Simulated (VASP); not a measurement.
## Ru: relaxation of the atoms with PBE

Ru, a slab with vacuum:

```xyz
4
Lattice="2.7193 0.0000 0.0000 -1.3597 2.3550 0.0000 0.0000 0.0000 27.3763" Properties=species:S:1:pos:R:3 pbc="T T T"
Ru    0.0000    1.5700   10.4659
Ru    1.3597    0.7850   12.6140
Ru    0.0000    1.5700   14.7622
Ru    1.3597    0.7850   16.9104
```

The cell was built by a generator and needn't be a form met in nature.

| Item | Value |
| --- | --- |
| Program | VASP 6.6.1 |
| Task | relaxation of the atoms |
| Functional | PBE |
| Potentials or basis | VASP PAW PBE potentials, release 64 (Ru_pv) |
| Cutoff | 520 eV |
| k mesh | 14 × 14 × 1 |
| Occupations | methfessel-paxton, width 0.1 eV |
| Spin | no spin polarisation |
| Dipole correction | yes |
| Atoms held fixed (from 0) | [0] |
| Further INCAR settings | ALGO = Fast; EDIFF = 1e-07; IBRION = 2; EDIFFG = -0.02; NSW = 90 |

```json
{
  "Energy gained by relaxing": "13.4 meV/atom",
  "Ionic steps": "9",
  "Band gap on the k mesh": "none (metal or under the smearing width)"
}
```

Step by step:
```
step  energy change (eV)  largest force (eV/Å)  pressure (GPa)
   1              0.0000                0.6945           -3.34
   2             -0.0297                0.5319           -2.90
   3             -0.0301                0.5090           -2.83
   4             -0.0353                0.4504           -2.69
   5             -0.0471                0.2653           -2.27
   6             -0.0522                0.1408           -1.36
   7             -0.0533                0.0578           -1.65
   8             -0.0530                0.1036           -1.73
   9             -0.0534                0.0022           -1.68
```

Final structure:
```
CELL_PARAMETERS angstrom
2.71935 0.00000 0.00000
-1.35967 2.35502 0.00000
0.00000 0.00000 27.37628
ATOMIC_POSITIONS crystal
Ru 0.33333 0.66667 0.38230
Ru 0.66667 0.33333 0.45804
Ru 0.33333 0.66667 0.53700
Ru 0.66667 0.33333 0.61274
```

Levels at points of the mesh, in eV from the Fermi level:
```
           k point  band 25  band 26  band 27  band 28  band 29  band 30  band 31  band 32
(0.00, 0.00, 0.00)    -2.06    -2.06    -1.72    -0.88    -0.88     0.09     0.09     0.16
(0.50, 0.00, 0.00)     0.14     0.15     1.03     1.35     1.37     1.52     1.89     1.93
```

Wall time 19 min on 1 thread of Intel(R) Xeon(R) Platinum 8488C (Sapphire Rapids), with other jobs on the host, peak memory 0.36 GiB.
